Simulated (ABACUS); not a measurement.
# GaSb (F-43m) in ABACUS: a series of runs

Runs on GaSb. Level: SCAN. Tasks: single point, relaxation of cell and atoms.

All numbers are computed with ABACUS 3.10.1; they aren't measurements. Logs are shortened: lines on timing, memory, paths and dates and some standing lists are left out, and cuts for length are marked.

**Measured values to compare with.**

From a printed reference work, data compilation, for a bulk crystal of GaSb at 4.2 K: band gap 0.811 eV (direct).

The runs below are set against these values where they give the same quantity.

## 1. The structure

Symmetry: F-43m, No. 216, cubic system. The conventional cell has a = 6.118 Å, b = 6.118 Å, c = 6.118 Å, α = 90.00°, β = 90.00°, γ = 90.00°. Sb (site symmetry -43m) has 4 Ga at 2.65 Å as nearest neighbours. Around Ga (site symmetry -43m) lie 4 Sb at 2.65 Å.

## 2. Single point, SCAN

INPUT

```
INPUT_PARAMETERS
suffix              GaSb
calculation         scf
basis_type          lcao
pseudo_dir          ./
orbital_dir         ./
symmetry            1
dft_functional      scan
ecutwfc             100
pseudo_rcut         10
nspin               1
nbands              24
ks_solver           genelpa
smearing_method     fd
smearing_sigma      0.00367493
scf_thr             1e-07
scf_nmax            100
mixing_type         broyden
mixing_beta         0.7
cal_force           1
cal_stress          1
mixing_tau          1
out_mul             1
out_chg             1
```

STRU

```
ATOMIC_SPECIES
Sb 121.7600 Sb_ONCV_PBE-1.2.upf
Ga 69.7230 Ga_ONCV_PBE-1.2.upf

NUMERICAL_ORBITAL
Sb_confined-atom_8au_2s2p2d.orb
Ga_confined-atom_8au_2s2p2d.orb

LATTICE_CONSTANT
1.8897261246

LATTICE_VECTORS
0.0000000000 3.0590000000 3.0590000000
3.0590000000 0.0000000000 3.0590000000
3.0590000000 3.0590000000 0.0000000000

ATOMIC_POSITIONS
Direct

Sb
0.0
1
0.7500000000 0.7500000000 0.7500000000 1 1 1

Ga
0.0
1
0.0000000000 0.0000000000 0.0000000000 1 1 1
```

KPT

```
K_POINTS
0
Gamma
6 6 6 0 0 0
```

Potentials or basis: SG15 ONCV 1.2 PBE, DZP LCAO (the cutoffs set its grid).

Launch:

```
$ OMP_NUM_THREADS=1 mpirun -np 4 abacus > log
```

running log:

```text
ABACUS v3.10.1

               Atomic-orbital Based Ab-initio Computation at UStc

 ------------------------------------------------------------------------------------

 READING GENERAL INFORMATION
                           global_out_dir = OUT.GaSb/
                           global_in_card = INPUT
                               pseudo_dir = ./
                              orbital_dir = ./
                                    DSIZE = 4
                                    GSIZE = 1

 READING UNITCELL INFORMATION
                                    ntype = 2
                  lattice constant (Bohr) = 1.88973
              lattice constant (Angstrom) = 1

 READING ATOM TYPE 1
                               atom label = Sb
                      L=0, number of zeta = 2
                      L=1, number of zeta = 2
                      L=2, number of zeta = 2
             number of atom for this type = 1

 READING ATOM TYPE 2
                               atom label = Ga
                      L=0, number of zeta = 2
                      L=1, number of zeta = 2
                      L=2, number of zeta = 2
             number of atom for this type = 1

                        TOTAL ATOM NUMBER = 2
DIRECT COORDINATES
    atom                   x                   y                   z     mag                  vx                  vy                  vz
taud_Sb1            0.7500000000        0.7500000000        0.7500000000  0.0000        0.0000000000        0.0000000000        0.0000000000
taud_Ga1            0.0000000000        0.0000000000        0.0000000000  0.0000        0.0000000000        0.0000000000        0.0000000000

                          Volume (Bohr^3) = 386.336
                             Volume (A^3) = 57.249

 Lattice vectors: (Cartesian coordinate: in unit of a_0)
                   +0              +3.059              +3.059
               +3.059                  +0              +3.059
               +3.059              +3.059                  +0
 Reciprocal vectors: (Cartesian coordinate: in unit of 2 pi/a_0)
            -0.163452           +0.163452           +0.163452
            +0.163452           -0.163452           +0.163452
            +0.163452           +0.163452           -0.163452
 The esolver type has been set to : ksdft_lcao

                PAO radial cut off (Bohr) = 10

 Read in pseudopotential file is Sb_ONCV_PBE-1.2.upf
                     pseudopotential type = NC
          exchange-correlation functional = PBE
                 nonlocal core correction = 0
                        valence electrons = 15
                                     lmax = 2
                           number of zeta = 0
                     number of projectors = 6
                           L of projector = 0
                           L of projector = 0
                           L of projector = 1
                           L of projector = 1
[... 193 lines left out ...]
              searching radius is (Bohr)) = 23.2
         searching radius unit is (Bohr)) = 1.89
                         PeriodicBoundary = 1
                        Radius(unit:lat0) = 12.3
                                   glayer = [ 5, 5, 5 ]
                             glayer_minus = [ 4, 4, 4 ]

Find the coordinate range of the input atom(unit:lat0).
                                  min_tau = [ -24.5, -24.5, -24.5 ]
                                  max_tau = [ 29.1, 29.1, 29.1 ]
                                BoxNumber = [ 9, 9, 9 ]

 SETUP EXTENDED REAL SPACE GRID FOR GRID INTEGRATION
                          real space grid = [ 54, 54, 54 ]
                 big cell numbers in grid = [ 27, 27, 27 ]
             meshcell numbers in big cell = [ 2, 2, 2 ]
                        extended fft grid = [ 33, 33, 33 ]
                dimension of extened grid = [ 94, 94, 94 ]
                            UnitCellTotal = 125
              Atom number in sub-FFT-grid = 2
    Local orbitals number in sub-FFT-grid = 36
                                ParaV.nnr = 26244
                                 init_chg = atomic

 LCAO ALGORITHM --------------- ION=   1  ELEC=   1--------------------------------

 Density error is 0.0422893071702
----------------------------------------------------------
     Energy           Rydberg                 eV
----------------------------------------------------------
 E_KohnSham     -270.5499469708      -3681.0208724014
 E_Harris       -270.0780844686      -3674.6008536982
 E_Fermi        0.6506621877         8.8527132255
----------------------------------------------------------
[... 102 lines left out ...]
 Density error is 5.34919188037e-08
----------------------------------------------------------
     Energy           Rydberg                 eV
----------------------------------------------------------
 E_KohnSham     -270.7617389885      -3683.9024506329
 E_KS(sigma->0) -270.7617037667      -3683.9019714157
 E_Harris       -270.7617368896      -3683.9024220748
 E_band         -15.8810412833       -216.0726516265
 E_one_elec     -138.1361073827      -1879.4381599449
 E_Hartree      82.9824837921        1129.0346137653
 E_xc           -32.3083691867       -439.5779140273
 E_Ewald        -183.2996757676      -2493.9200319915
 E_entropy(-TS) -0.0000704436        -0.0009584344
 E_descf        0.0000000000         0.0000000000
 E_exx          0.0000000000         0.0000000000
 E_Fermi        0.6628859664         9.0190262672
----------------------------------------------------------

 charge density convergence is achieved
 final etot is -3683.9024506 eV
 EFERMI = 9.0190262672 eV

 STATE ENERGY(eV) AND OCCUPATIONS    NSPIN == 1
 1/16 kpoint (Cartesian) = 0.0000 0.0000 0.0000 (1599 pws)
       1       -19.2246     0.00925926
       2       -19.2246     0.00925926
       3       -19.2246     0.00925926
       4       -19.1618     0.00925926
       5       -19.1618     0.00925926
       6       -5.49477     0.00925926
[... 146 lines left out ...]
      23        23.9359        0.00000
      24        25.0330        0.00000

[... levels at 10 further k points ...]

 correction force for each atom along direction 1 is -0.0112860
 correction force for each atom along direction 2 is -0.00472774
 correction force for each atom along direction 3 is -0.00511496
------------------------------------------------------------------------------------------
 TOTAL-FORCE (eV/Angstrom)
------------------------------------------------------------------------------------------
                       Sb1         0.0000000000         0.0000000000         0.0000000000
                       Ga1         0.0000000000         0.0000000000         0.0000000000
------------------------------------------------------------------------------------------

----------------------------------------------------------------
 TOTAL-STRESS (KBAR)
----------------------------------------------------------------
       -10.0796089667         0.0000000000         0.0000000000
        -0.0000000000       -10.0796089667         0.0000000000
        -0.0000000000         0.0000000000       -10.0796089667
----------------------------------------------------------------
 TOTAL-PRESSURE: -10.079609 KBAR

 --------------------------------------------
 !FINAL_ETOT_IS -3683.9024506329164979 eV
 --------------------------------------------
```

stdout:

```text
ABACUS
v3.10.1

               Atomic-orbital Based Ab-initio Computation at UStc

 dft_functional readin is: scan
 dft_functional in pseudopot file is: PBE
[... 42 lines left out ...]
 GE10    -3.68390245e+03   4.26913703e-10   1.8001e-07   7.0019e-07   1.48
 GE11    -3.68390245e+03   9.66742988e-11   5.3492e-08   7.3661e-07   1.50
----------------------------------------------------------------
 TOTAL-STRESS (KBAR)
----------------------------------------------------------------
       -10.0796089667         0.0000000000         0.0000000000
        -0.0000000000       -10.0796089667         0.0000000000
        -0.0000000000         0.0000000000       -10.0796089667
----------------------------------------------------------------
 TOTAL-PRESSURE: -10.079609 KBAR
```

mulliken.txt:

```text
 0
CALCULATE THE MULLIkEN ANALYSIS FOR EACH ATOM
 Total charge:	28
Decomposed Mulliken populations
0                             Zeta of Sb              Spin 1
[... 51 lines left out ...]
dx^2-y^2                               0              2.0002
dxy                                    0              1.9981
SUM OVER M                                            9.9938
dz^2                                   1              0.0429
dxz                                    1              0.0457
dyz                                    1              0.0405
dx^2-y^2                               1              0.0218
dxy                                    1              0.0560
SUM OVER M                                            0.2069
SUM OVER M+Zeta                                      10.2007

SUM OVER M+Zeta+L                                    13.1451

Total Charge on atom:                 Ga             13.1451
```

Run time: 21 s. Hardware: 4 MPI ranks of Intel Xeon Platinum 8488C (Sapphire Rapids), shared host; peak memory 0.48 GiB.

What came out:

```
Free energy            : -3683.9025 eV
Pressure               : -1.0 GPa
Band gap on the k mesh : none (metal or under the smearing width)
Mulliken charges       : Sb +0.15; Ga -0.15 e
```

Levels at points of the mesh, in eV from the Fermi level:
| k point | band 12 | band 13 | band 14 | band 15 | band 16 | band 17 |
| --- | --- | --- | --- | --- | --- | --- |
| (0.00, 0.00, 0.00) | -0.17 | -0.04 | -0.04 | -0.04 | 2.90 | 2.90 |
| (0.50, 0.50, 0.50) | -6.70 | -1.26 | -1.26 | 0.36 | 4.01 | 4.01 |
| (0.50, 0.50, 0.00) | -7.18 | -2.72 | -2.72 | 1.11 | 1.55 | 8.99 |

Caveat: the atomic orbitals were generated for these runs and aren't a published set; Mulliken charges move with the basis; the potentials were made for another functional, which shifts forces and pressure; the basis of atomic orbitals isn't converged, which shifts pressures, moduli and gaps.

(Continued in part 2 of 2.)
